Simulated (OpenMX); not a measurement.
Crystal: CdS (Greenockite).

```
Cd S
1.0
     4.15000    0.00000    0.00000
    -2.07500    3.59401    0.00000
     0.00000    0.00000    6.73700
Cd S
2 2
Direct
  0.66667 0.33333 0.50000
  0.33333 0.66667 0.00000
  0.66667 0.33333 0.87500
  0.33333 0.66667 0.37500
```

Base run:

- Program: OpenMX 3.8.5
- Functional: PBE
- Potentials or basis: OpenMX 2013 PBE set, Cd7.0-s3p2d2, S7.0-s2p2d1f1, grid cutoff 500 Ry
- k mesh: 7 × 7 × 5
- Occupations: fermi-dirac, width 0.05 eV
- Spin: no spin polarisation

Its results: band gap on the k mesh 1.35 eV, direct; pressure 2.7 GPa; largest force 0.080 eV/Å.

Problem. The run is repeated on the same cell with these changes: potentials or basis from OpenMX 2013 PBE set, Cd7.0-s3p2d2, S7.0-s2p2d1f1, grid cutoff 500 Ry to OpenMX 2013 PBE set, Cd7.0-s3p2d2f1, S7.0-s3p2d2f1, grid cutoff 500 Ry. What comes out?

Solution. Band gap on the k mesh 1.27 eV, direct; pressure 2.3 GPa; largest force 0.071 eV/Å.

Caveats: the basis of atomic orbitals isn't converged, which shifts pressures, moduli and gaps; an odd mesh through Γ misses points on the zone boundary, where band edges often lie (some runs).

Not every run made on this cell is shown here.
